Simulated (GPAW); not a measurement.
Crystal: Rb.

```
Rb
1.0
    -2.80250    2.80250    2.80250
     2.80250   -2.80250    2.80250
     2.80250    2.80250   -2.80250
Rb
1
Direct
  0.00000 0.00000 0.00000
```

Base run:

- Program: GPAW 26.7.0
- Functional: PBE
- Potentials or basis: PAW data sets generated in the run's folder for this functional
- Cutoff: 600 eV
- Basis: pw
- k mesh: 7 × 7 × 7
- Occupations: fermi-dirac, width 0.05 eV
- Spin: no spin polarisation

Its results: pressure 0.1 GPa.

Question: The run is repeated on the same cell with these changes: functional from PBE to LDA. What comes out?

Answer: Pressure -0.4 GPa.

LDA binds more tightly than PBE, so the same cell stands under less pressure.

Not every run made on this cell is shown here.
